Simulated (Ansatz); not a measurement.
# ZnO, one cell by several methods

```
Zn O
1.0
     3.22759    0.00000    0.00000
    -1.61380    2.79517    0.00000
     0.00000    0.00000    5.16887
Zn O
2 2
Direct
  0.33333 0.66667 0.00000
  0.66667 0.33333 0.50000
  0.33333 0.66667 0.38210
  0.66667 0.33333 0.88210
```

Atoms are numbered in the order listed.

Conventional cell: a = 3.228 Å, b = 3.228 Å, c = 5.169 Å, α = 90.00°, β = 90.00°, γ = 120.00°. Zn (atom 1) is surrounded by 4 O at 1.96 to 1.98 Å. O (atom 3) is surrounded by 4 Zn at 1.96 to 1.98 Å.

The cell comes from COD entry 9004178, which wasn't checked; take it as a given geometry. The listed cell was then made from it by scaling, straining or moving an atom.

Levels of theory: DFT, LDA, PAW with Ansatz's default frozen-core files, scalar-relativistic (Ansatz 0.2.0); DFT, LDA, all-electron PAW with datasets made for the crystal, scalar-relativistic (Ansatz 0.2.0); DFT, LDA, all-electron LAPW, scalar-relativistic (Ansatz 0.2.0).

For PAW: a Γ-centred 11×11×6 k mesh, Fermi–Dirac smearing of 0.02 eV, cutoff 420 eV, no spin polarisation; the PAW files were made with PBE, and the program remakes their frozen cores for this functional. The crystal-made all-electron datasets (AE datasets) take a cutoff of 460 eV at this cell. LAPW targets a basis error of 0.5 meV/atom. The Ansatz runs share mesh, smearing and spin set-up. Plane-wave (PAW) pressures include the program's estimate of the Pulay term.

Stress and pressure are positive in compression.

The change that made this cell: volume scaled by 0.98.

| quantity | PAW | AE datasets | LAPW |
| --- | --- | --- | --- |
| pressure (GPa) | -4.32 | -4.29 | -4.29 |
| stress xx (GPa) | -4.51 | -4.47 | -4.47 |
| stress zz (GPa) | -3.93 | -3.92 | -3.92 |
| force on Zn1, z (eV/Å) | 0.040 | 0.041 | 0.041 |
| force on O3, z (eV/Å) | -0.040 | -0.041 | -0.041 |
| band gap (eV) | 0.768 | 0.780 | 0.780 |
| field gradient Vzz at Zn1 (10²¹ V/m²) | 0.76 | 0.73 | – |
| field gradient Vzz at O3 (10²¹ V/m²) | -0.35 | -0.34 | – |

PAW's pressure differs from the LAPW value by -0.03 GPa.
